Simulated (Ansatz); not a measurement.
PbSe: the change of pressure and formation energy with volume per atom

All results are calculated (Ansatz 0.2.0). Plane-wave density functional theory, PAW datasets, Gaussian smearing 0.05 eV: one cell in which all forces lie under 0.002 eV/angstrom; stress (xx yy zz yz xz xy) and pressure positive in compression; site moments are of spin alone; formation energy from the elements run alike, uncorrected.

Cell of the first row (space group Fm-3m, No. 225):
```
PbSe
1.0
      0.0000     3.0620     3.0620
      3.0620     0.0000     3.0620
      3.0620     3.0620     0.0000
Pb Se
1 1
Direct
  0.50000 0.50000 0.50000
  0.00000 0.00000 0.00000
```

Settings of every row: paw set soft_2; functional PBE; spin treatment spin-orbit; moment partition gaussian weights; spin axis none; wave cutoff 420 eV; k mesh 10x10x10; SCF start atoms; lower state search light; symmetry use detected.

Atom first moment, atom hubbard u: 0 on all atoms.

Limits: only this magnetic order was tried.

| row | volume per atom (Å³) | pressure (GPa) | formation energy (eV per atom) | energy above relaxed cell (meV per atom) |
| --- | --- | --- | --- | --- |
| 1 | 28.71 | 1.974 | -0.46 | 6.87 |
| 2 | 29.308 | ? | ? | ? |
| 3 | 29.906 | -0.048 | -0.4669 | 0 |
| 4 | 30.026 | -0.226 | -0.4668 | 0.11 |
| 5 | 30.504 | -0.893 | -0.4651 | 1.81 |
| 6 | 31.102 | -1.650 | -0.4603 | 6.58 |
| 7 | 31.999 | -2.650 | -0.4482 | 18.66 |

Question: what pressure and formation energy should row 2 give?

Worked fit of pressure. Take u = (V_r/V)^(2/3) − 1 with V_r = 30.265 Å³ an atom, which is twice the finite (Eulerian) strain; such expansions in the strain, on which the Birch-Murnaghan equation of state is built, carry the rest volume and the bulk modulus. The shown rows have u = 0.03579, 0.00799, 0.0053, -0.00523, -0.01802, -0.03646. Least squares give pressure = −0.567 + 63.367 × u + 192.33 × u² + 584 × u³ GPa; a parabola predicts inner rows, each left out in turn, worse (root mean square 0.0078 against 0.00044 GPa). All shown rows lie on it to the printed digit. The pressure vanishes at u = 0.0087, or V = 29.87 Å³ an atom, and there the bulk modulus at fixed shape and fractions is B = −V dP/dV = (2/3)(1 + u) dP/du = 45 GPa. The withheld row has u = 0.02165, so the fit gives −0.567 + 63.367 × (0.02165) + 192.33 × (0.02165)² + 584 × (0.02165)³ = 0.901 GPa.

The calculation gave 0.904 GPa. The fit lies 0.003 GPa (0.065 % of the column's range) below it; its largest miss of a shown row is 0.000 GPa.

Worked fit of formation energy. Take u = (V_r/V)^(2/3) − 1 with V_r = 30.265 Å³ an atom, which is twice the finite (Eulerian) strain; such expansions in the strain, on which the Birch-Murnaghan equation of state is built, carry the rest volume and the bulk modulus. The shown rows have u = 0.03579, 0.00799, 0.0053, -0.00523, -0.01802, -0.03646. Least squares give formation energy = −0.4662 − 0.1621 × u + 9.232 × u² + 3.8 × u³ eV per atom; a parabola predicts inner rows, each left out in turn, worse (root mean square 5.1e-05 against 4.2e-06 eV per atom). All shown rows lie on it to the printed digit. The withheld row has u = 0.02165, so the fit gives −0.4662 − 0.1621 × (0.02165) + 9.232 × (0.02165)² + 3.8 × (0.02165)³ = -0.4653 eV per atom.

The calculation gave -0.4653 eV per atom. The fit meets it to the printed digit.

The other values of row 2: energy above relaxed cell 1.54 meV per atom.
